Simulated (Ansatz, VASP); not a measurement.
CuO2: VASP beside Ansatz

INCAR

```
  ALGO = Normal
  EDIFF = 1E-7
  ENCUT = 520
  GGA = PS
  ISIF = 2
  ISMEAR = -1
  KPAR = 2
  LASPH = True
  LCHARG = False
  LREAL = False
  LWAVE = False
  NBANDS = 32
  NELM = 100
  PREC = Accurate
  SIGMA = 0.05
```

The input KPOINTS:

```
k-points
0
Gamma
  10 10 6
```

Contents of POSCAR:

```
CuO2
1.0
    1.4126150000     -5.2107470000      0.0000000000
    1.4126150000      5.2107470000      0.0000000000
    0.0000000000      0.0000000000      4.3434240000
Cu O
2 4
Direct
    0.1672530000      0.8327470000      0.7500000000
    0.8327470000      0.1672530000      0.2500000000
    0.7889700000      0.2110300000      0.7500000000
    0.2110300000      0.7889700000      0.2500000000
    0.5514860000      0.4485140000      0.7500000000
    0.4485140000      0.5514860000      0.2500000000
```

Contents of input.yaml:

```yaml
crystal:
  lattice:
    - [1.412615, -5.210747, 0.0]
    - [1.412615, 5.210747, 0.0]
    - [0.0, 0.0, 4.343424]
  atoms:
    - { symbol: Cu, position: [0.167253, 0.832747, 0.75] }
    - { symbol: Cu, position: [0.832747, 0.167253, 0.25] }
    - { symbol: O, position: [0.78897, 0.21103, 0.75] }
    - { symbol: O, position: [0.21103, 0.78897, 0.25] }
    - { symbol: O, position: [0.551486, 0.448514, 0.75] }
    - { symbol: O, position: [0.448514, 0.551486, 0.25] }
hamiltonian:
  xc: pbesol
  pseudopotentials: { kind: paw }
kpoints:
  mp_grid: { grid: [10, 10, 6] }
scf:
  occupations: { method: fermi_dirac, width: 0.05 }
output:
  forces: true
  stress: true
  eigenvalues: true
  write_density: true
  write_potential: true
  elf: true
  volumetric_format: npy
```

The cell comes from a database or a generator and needn't be the stable form of this composition.

Alike in both runs: task single point; functional PBEsol; k mesh 10 × 10 × 6; occupations fermi-dirac, width 0.05 eV; no spin polarisation.

|  | VASP | Ansatz |
| --- | --- | --- |
| version | VASP 6.6.1 | Ansatz 0.2.0 |
| potentials or method | VASP PAW PBE potentials, release 64 (Cu, O) | Ansatz PAW |
| plane-wave cutoff (eV) | 520 | 420 |
| valence electrons in the cell | 46 | 62 |

```tsv
	VASP	Ansatz	Ansatz less VASP
gap on the k mesh at the Fermi level (eV)	none	none	-
pressure (GPa)	-7.9	-8.7	-0.84
largest component of the traceless stress (GPa)	1.10	2.22	+1.124
rms of the force components (eV/Å)	0.161	0.214	+0.0523
```

Atom by atom the forces differ by 0.061 eV/Å (rms over components). A gap of «none» marks a metal or a gap that the smearing closes. The two sets of potentials don't hold the same shells in valence.

Caveats: the run has no spin polarisation, though such a crystal can be magnetic; semilocal functionals often make such compounds metallic where correlation or magnetic order opens a gap, which also shifts bond lengths; the PAW data sets were made with another functional, which shifts forces and pressure a little (VASP); the pressure holds a Pulay correction of +0.9 GPa for the finite cutoff (Ansatz); the PAW data sets come from PBE, with cores solved anew for the run's functional, which leaves a small shift of forces and pressure (Ansatz). With open d or f shells a metallic result of PBEsol can be an artefact of self-interaction; +U or a hybrid may open a gap.
